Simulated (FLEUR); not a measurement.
# LiCl (Fm-3m) in FLEUR: notebook

One crystal, LiCl, is run at these levels: PBE; tasks: single point.

All numbers are computed with FLEUR MaX-R8.1 (later development tree); they aren't measurements. Logs are shortened: lines on timing, memory, paths and dates and some standing lists are left out, and cuts for length are marked.

## 1. Starting point

Symmetry: Fm-3m, No. 225, cubic system. Conventional cell: a = 5.130 Å, b = 5.130 Å, c = 5.130 Å, α = 90.00°, β = 90.00°, γ = 90.00°. Cl (site symmetry m-3m) has 6 Li at 2.56 Å as nearest neighbours. Li (site symmetry m-3m) has 6 Cl at 2.56 Å as nearest neighbours.

## 2. Single point, PBE

Input file inp.xml:

```xml
<?xml version="1.0" encoding="UTF-8" standalone="no"?>
<fleurInput fleurInputVersion="0.39">
   <comment>
      LiCl                                                                                                
   </comment>
   <calculationSetup>
      <cutoffs Kmax="4.21" Gmax="13.0" GmaxXC="13.0" numbands="0"/>
      <scfLoop itmax="60" minDistance="0.00001" maxIterBroyd="15" imix="Anderson" alpha="0.05" precondParam="0.0" spinf="2.0" sdNocoIR="T"/>
      <coreElectrons ctail="T" frcor="F" kcrel="0" coretail_lmax="0"/>
      <xcFunctional name="pbe" relativisticCorrections="F"/>
      <magnetism jspins="1"/>
      <soc l_soc="F" theta="0.0" phi="0.0" spav="F"/>
      <expertModes spex="0" secvar="F"/>
      <geometryOptimization l_f="T" forcealpha="1.0" forcemix="BFGS" epsdisp="0.0005" epsforce="0.0002"/>
      <ldaU l_linMix="F" mixParam="0.05" spinf="1.0"/>
   </calculationSetup>
   <cell>
      <bzIntegration valenceElectrons="10.0" mode="hist" fermiSmearingEnergy="0.00183747">
         <kPointListSelection listName="default-1"/>
         <!-- k-points included here -->
         <xi:include xmlns:xi="http://www.w3.org/2001/XInclude" href="kpts.xml"> </xi:include>
      </bzIntegration>
      <!-- symmetry operations included here -->
      <xi:include xmlns:xi="http://www.w3.org/2001/XInclude" href="sym.xml"> </xi:include>
      <bulkLattice scale="1.0">
         <bravaisMatrix>
            <row-1>    0.0000000000000000     4.8467128725903423     4.8467128725903423</row-1>
            <row-2>    4.8467128725903423     0.0000000000000000     4.8467128725903423</row-2>
            <row-3>    4.8467128725903423     4.8467128725903423     0.0000000000000000</row-3>
         </bravaisMatrix>
      </bulkLattice>
   </cell>
   <atomSpecies>
      <species name="Chlorine (Cl)" element="Cl" atomicNumber="17">
         <mtSphere radius="2.33" gridPoints="793" logIncrement="0.015"/>
         <atomicCutoffs lmax="10" lnonsphr="8"/>
         <electronConfig flipSpins="F">
            <coreConfig>(1s1/2) (2s1/2) (2p1/2) (2p3/2)</coreConfig>
            <valenceConfig>(3s1/2) (3p1/2) (3p3/2)</valenceConfig>
            <stateOccupation state="(3p1/2)" spinUp="0.833333" spinDown="0.833333"/>
            <stateOccupation state="(3p3/2)" spinUp="1.666667" spinDown="1.666667"/>
         </electronConfig>
         <energyParameters s="3" p="3" d="3" f="4"/>
         <lo type="SCLO" l="0" n="3" eDeriv="2"/>
         <lo type="SCLO" l="1" n="3" eDeriv="2"/>
         <lo type="SCLO" l="2" n="3" eDeriv="2"/>
         <lo type="SCLO" l="3" n="4" eDeriv="2"/>
      </species>
      <species name="Lithium (Li)" element="Li" atomicNumber="3">
         <mtSphere radius="2.02" gridPoints="687" logIncrement="0.014"/>
         <atomicCutoffs lmax="8" lnonsphr="6"/>
         <electronConfig flipSpins="F">
            <coreConfig></coreConfig>
            <valenceConfig>(1s1/2) (2s1/2)</valenceConfig>
            <stateOccupation state="(2s1/2)" spinUp="0.500000" spinDown="0.500000"/>
         </electronConfig>
         <energyParameters s="2" p="2" d="3" f="4"/>
         <lo type="SCLO" l="0" n="1" eDeriv="0"/>
         <lo type="SCLO" l="1" n="2" eDeriv="2"/>
         <lo type="SCLO" l="2" n="3" eDeriv="2"/>
      </species>
   </atomSpecies>
   <atomGroups>
      <atomGroup species="Chlorine (Cl)">
         <relPos label="                   1">1.000/2.000 1.000/2.000 1.000/2.000</relPos>
         <force calculate="T" relaxXYZ="TTT"/>
      </atomGroup>
      <atomGroup species="Lithium (Li)">
         <relPos label="                   2">.0000000000 .0000000000 .0000000000</relPos>
         <force calculate="T" relaxXYZ="TTT"/>
      </atomGroup>
   </atomGroups>
   <output dos="F" band="F" slice="F">
      <checks vchk="F" cdinf="F"/>
      <bandDOS minEnergy="-.5*Htr" maxEnergy="0.5*Htr" sigma="0.015" storeEVData="T"/>
      <vacuumDOS vacdos="F" integ="F" star="F" nstars="0" locx1="0.0" locy1="0.0" locx2="0.0" locy2="0.0" nstm="0" tworkf="0.0"/>
      <unfoldingBand unfoldBand="F" supercellX="1" supercellY="1" supercellZ="1"/>
      <plotting iplot="0" polar="F">
         <plot TwoD="T" vec1="  1.0  0.0  0.0" vec2="  0.0  1.0  0.0" vec3="  0.0  0.0  1.0" zero="  0.0  0.0  0.0" file="plot"/>
      </plotting>
      <chargeDensitySlicing numkpt="0" minEigenval="0.0" maxEigenval="0.0" nnne="0" pallst="F"/>
      <specialOutput eonly="F"/>
      <moessbauerParams electricFieldGradient="T" isomerShift="T" coreHyperfine="T" valenceHyperfine="T"/>
      <magneticCircularDichroism mcd="F" energyLo="-10.0" energyUp="0.0"/>
   </output>
  <!-- We include the file relax.xml here to enable relaxations (see documentation) -->
  <xi:include xmlns:xi="http://www.w3.org/2001/XInclude" href="relax.xml"> <xi:fallback/> </xi:include>
</fleurInput>
```

Input file crystal.txt:

```
LiCl
&input cartesian=F /
0.0000000000  2.5647700000  2.5647700000
2.5647700000  0.0000000000  2.5647700000
2.5647700000  2.5647700000  0.0000000000
1.8897261246
1.0 1.0 1.0

2
17 0.5000000000  0.5000000000  0.5000000000
3 0.0000000000  0.0000000000  0.0000000000

&kpt div1=9 div2=9 div3=9 gamma=T /
```

Potentials or basis: all-electron, FLAPW.

Command:

```console
inpgen -f crystal.txt -profile fastHighL
# inp.xml edited to the form shown
fleur_MPI
```

The program printed:

```text
Welcome to FLEUR        (www.flapw.de)
      MaX-Release 8.1          (www.max-centre.eu)

 ========== k-point set info ==========
 Selected k-point list: default-1
 k-point list type: mesh
 9 x 9 x 9
 Number of k points: 35

 ------------Calculation Setup---------------------------
 Number of MPI-tasks      :            1
 Number of PE/node        :            1
 Number of OMP-threads    :            1
 Most efficient MPI parallelization for:
           1           5           7          35
 Additional eigenvalue parallelization possible
 Number of basis functions:          358
 Approximate size of matrices (H+S) per k-point:         0.002 GB
 --------------------------------------------------------
Nuclear radius smaller than smallest radial mesh point for atom type 2 -- skipping its core isomer shift
Nuclear radius smaller than smallest radial mesh point for atom type 2 -- skipping its isomer shift
 Iteration:     1   Distance:       3.98451347 me/bohr^3
Nuclear radius smaller than smallest radial mesh point for atom type 2 -- skipping its core isomer shift
Nuclear radius smaller than smallest radial mesh point for atom type 2 -- skipping its isomer shift
 Iteration:     2   Distance:       3.61032652 me/bohr^3
Nuclear radius smaller than smallest radial mesh point for atom type 2 -- skipping its core isomer shift
Nuclear radius smaller than smallest radial mesh point for atom type 2 -- skipping its isomer shift
 Iteration:     3   Distance:       1.44333581 me/bohr^3
Nuclear radius smaller than smallest radial mesh point for atom type 2 -- skipping its core isomer shift
Nuclear radius smaller than smallest radial mesh point for atom type 2 -- skipping its isomer shift
 Iteration:     4   Distance:       0.39903608 me/bohr^3
Nuclear radius smaller than smallest radial mesh point for atom type 2 -- skipping its core isomer shift
Nuclear radius smaller than smallest radial mesh point for atom type 2 -- skipping its isomer shift
 Iteration:     5   Distance:       0.29003726 me/bohr^3
Nuclear radius smaller than smallest radial mesh point for atom type 2 -- skipping its core isomer shift
Nuclear radius smaller than smallest radial mesh point for atom type 2 -- skipping its isomer shift
 Iteration:     6   Distance:       0.04083322 me/bohr^3
Nuclear radius smaller than smallest radial mesh point for atom type 2 -- skipping its core isomer shift
Nuclear radius smaller than smallest radial mesh point for atom type 2 -- skipping its isomer shift
 Iteration:     7   Distance:       0.03585156 me/bohr^3
Nuclear radius smaller than smallest radial mesh point for atom type 2 -- skipping its core isomer shift
Nuclear radius smaller than smallest radial mesh point for atom type 2 -- skipping its isomer shift
 Iteration:     8   Distance:       0.00471137 me/bohr^3
Nuclear radius smaller than smallest radial mesh point for atom type 2 -- skipping its core isomer shift
Nuclear radius smaller than smallest radial mesh point for atom type 2 -- skipping its isomer shift
 Iteration:     9   Distance:       0.00539277 me/bohr^3
Nuclear radius smaller than smallest radial mesh point for atom type 2 -- skipping its core isomer shift
Nuclear radius smaller than smallest radial mesh point for atom type 2 -- skipping its isomer shift
 Iteration:    10   Distance:       0.00068277 me/bohr^3
Nuclear radius smaller than smallest radial mesh point for atom type 2 -- skipping its core isomer shift
Nuclear radius smaller than smallest radial mesh point for atom type 2 -- skipping its isomer shift
 Iteration:    11   Distance:       0.00013432 me/bohr^3
Nuclear radius smaller than smallest radial mesh point for atom type 2 -- skipping its core isomer shift
Nuclear radius smaller than smallest radial mesh point for atom type 2 -- skipping its isomer shift
 Iteration:    12   Distance:       0.00003894 me/bohr^3
Nuclear radius smaller than smallest radial mesh point for atom type 2 -- skipping its core isomer shift
Nuclear radius smaller than smallest radial mesh point for atom type 2 -- skipping its isomer shift
 Iteration:    13   Distance:       0.00000119 me/bohr^3
Nuclear radius smaller than smallest radial mesh point for atom type 2 -- skipping its core isomer shift
Nuclear radius smaller than smallest radial mesh point for atom type 2 -- skipping its isomer shift

 ********************************************************************
 Run finished successfully
 Stop message:
   Structural relaxation: Done
 ********************************************************************
```

Run time: 34 s. Hardware: 1 thread of Arm Neoverse V1, shared host; peak memory 0.06 GiB.

Results:

```
Free energy                                           : -12766.4188 eV
Band gap on the k mesh                                : 6.33 eV, direct
Valence electrons inside the program's atomic spheres : Cl 6.06; Li 2.18 (radii Cl 2.33, Li 2.02 bohr)
```

Core levels (eV from the Fermi level):
```tsv
atom	levels
1 Cl	1s1/2 -2741.9, 2s1/2 -243.7, 2p1/2 -183.8, 2p3/2 -182.1
```

Caveat: an odd mesh through Γ misses points on the zone boundary, where band edges often lie.

## 3. Single point, PBE (atoms moved at random, drawn with an rms of 0.05 Å)

Edit inp.xml of step 2 so:

```diff
@@ -34,4 +34,4 @@
       <species name="Chlorine (Cl)" element="Cl" atomicNumber="17">
-         <mtSphere radius="2.33" gridPoints="793" logIncrement="0.015"/>
-         <atomicCutoffs lmax="10" lnonsphr="8"/>
+         <mtSphere radius="2.33" gridPoints="767" logIncrement="0.015"/>
+         <atomicCutoffs lmax="9" lnonsphr="7"/>
          <electronConfig flipSpins="F">
@@ -49,3 +49,3 @@
       <species name="Lithium (Li)" element="Li" atomicNumber="3">
-         <mtSphere radius="2.02" gridPoints="687" logIncrement="0.014"/>
+         <mtSphere radius="2.02" gridPoints="665" logIncrement="0.015"/>
          <atomicCutoffs lmax="8" lnonsphr="6"/>
@@ -64,3 +64,3 @@
       <atomGroup species="Chlorine (Cl)">
-         <relPos label="                   1">1.000/2.000 1.000/2.000 1.000/2.000</relPos>
+         <relPos label="                   1">.4943580000 -.4799120000 .4815940000</relPos>
          <force calculate="T" relaxXYZ="TTT"/>
@@ -68,3 +68,3 @@
       <atomGroup species="Lithium (Li)">
-         <relPos label="                   2">.0000000000 .0000000000 .0000000000</relPos>
+         <relPos label="                   2">.0073810000 -.0227180000 .0035870000</relPos>
          <force calculate="T" relaxXYZ="TTT"/>
```

Edit crystal.txt of step 2 so:

```diff
@@ -9,4 +9,4 @@
 2
-17 0.5000000000  0.5000000000  0.5000000000
-3 0.0000000000  0.0000000000  0.0000000000
+17 0.4943580000  0.5200880000  0.4815940000
+3 0.0073810000  -0.0227180000  0.0035870000
```

Potentials or basis: all-electron, FLAPW.

Command:

```console
inpgen -f crystal.txt -profile fastHighL
# inp.xml edited to the form shown
fleur_MPI
```

The program printed:

```text
Welcome to FLEUR        (www.flapw.de)
      MaX-Release 8.1          (www.max-centre.eu)

 ========== k-point set info ==========
 Selected k-point list: default-1
 k-point list type: mesh
 9 x 9 x 9
 Number of k points: 365

 ------------Calculation Setup---------------------------
 Number of MPI-tasks      :            1
 Number of PE/node        :            1
 Number of OMP-threads    :            1
 Most efficient MPI parallelization for:
           1           5          73         365
 Additional eigenvalue parallelization possible
 Number of basis functions:          358
[... 13 lines left out ...]
 Iteration:     4   Distance:       0.41468581 me/bohr^3
Nuclear radius smaller than smallest radial mesh point for atom type 2 -- skipping its core isomer shift
Nuclear radius smaller than smallest radial mesh point for atom type 2 -- skipping its isomer shift
 Iteration:     5   Distance:       0.29272734 me/bohr^3
Nuclear radius smaller than smallest radial mesh point for atom type 2 -- skipping its core isomer shift
Nuclear radius smaller than smallest radial mesh point for atom type 2 -- skipping its isomer shift
[... 9 lines left out ...]
 Iteration:     9   Distance:       0.01072343 me/bohr^3
Nuclear radius smaller than smallest radial mesh point for atom type 2 -- skipping its core isomer shift
Nuclear radius smaller than smallest radial mesh point for atom type 2 -- skipping its isomer shift
 Iteration:    10   Distance:       0.00103909 me/bohr^3
Nuclear radius smaller than smallest radial mesh point for atom type 2 -- skipping its core isomer shift
Nuclear radius smaller than smallest radial mesh point for atom type 2 -- skipping its isomer shift
 Iteration:    11   Distance:       0.00016870 me/bohr^3
Nuclear radius smaller than smallest radial mesh point for atom type 2 -- skipping its core isomer shift
Nuclear radius smaller than smallest radial mesh point for atom type 2 -- skipping its isomer shift
 Iteration:    12   Distance:       0.00024538 me/bohr^3
Nuclear radius smaller than smallest radial mesh point for atom type 2 -- skipping its core isomer shift
Nuclear radius smaller than smallest radial mesh point for atom type 2 -- skipping its isomer shift
 Iteration:    13   Distance:       0.00000715 me/bohr^3
Nuclear radius smaller than smallest radial mesh point for atom type 2 -- skipping its core isomer shift
Nuclear radius smaller than smallest radial mesh point for atom type 2 -- skipping its isomer shift
 Reset of history

 ********************************************************************
 Run finished successfully
 Stop message:
   Structural relaxation: new displacements generated
 ********************************************************************
```

Run time: 11 min. Hardware: 1 thread of Arm Neoverse V1, shared host; peak memory 0.16 GiB.

What came out:

```
Free energy                                           : -12766.4133 eV
Largest force                                         : 0.087 eV/Å
Band gap on the k mesh                                : 6.31 eV, direct
Valence electrons inside the program's atomic spheres : Cl 6.06; Li 2.19 (radii Cl 2.33, Li 2.02 bohr)
```

Forces in eV/Å, atoms in the order of the input:
```
Cl  -0.035  0.061 -0.051
Li   0.034 -0.062  0.051
```

Core levels (eV from the Fermi level):
| atom | levels |
| --- | --- |
| 1 Cl | 1s1/2 -2741.9, 2s1/2 -243.7, 2p1/2 -183.8, 2p3/2 -182.1 |

Caveat: an odd mesh through Γ misses points on the zone boundary, where band edges often lie.
